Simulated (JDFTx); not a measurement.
The system is Bi.

```
Bi
1.0
     2.26750    1.30914    3.93800
    -2.26750    1.30914    3.93800
     0.00000   -2.61828    3.93800
Bi
2
Direct
  0.76600 0.76600 0.76600
  0.23400 0.23400 0.23400
```

Base run:

| Item | Value |
| --- | --- |
| Program | JDFTx 1.7.0 (patched build) |
| Functional | LDA |
| Potentials or basis | PseudoDojo-SR-LDA-0.4.1-standard with smoothed tails |
| Cutoff | 952 eV |
| Density cutoff | 7619 eV |
| k mesh | 7 × 7 × 7 |
| Occupations | gaussian, width 0.02 eV |
| Spin | no spin polarisation |

Its results: band gap on the k mesh 0.27 eV, indirect (least direct gap 0.52 eV); pressure -1.6 GPa; largest force 0.059 eV/Å.

Task: The run is repeated on the same cell with these changes: functional from LDA to PBEsol; potentials or basis from PseudoDojo-SR-LDA-0.4.1-standard with smoothed tails to PseudoDojo-SR-PBEsol-0.4.1-standard with smoothed tails; cutoff from 952 eV to 898 eV; density cutoff from 7619 eV to 7184 eV. What comes out?

Result: Band gap on the k mesh 0.26 eV, indirect (least direct gap 0.52 eV); pressure -0.3 GPa; largest force 0.147 eV/Å.

Caveats: spin-orbit coupling is left out, which as a rule narrows the gap of such compounds by several tenths of an eV; an odd mesh through Γ misses points on the zone boundary, where band edges often lie.

Not every run made on this cell is shown here.
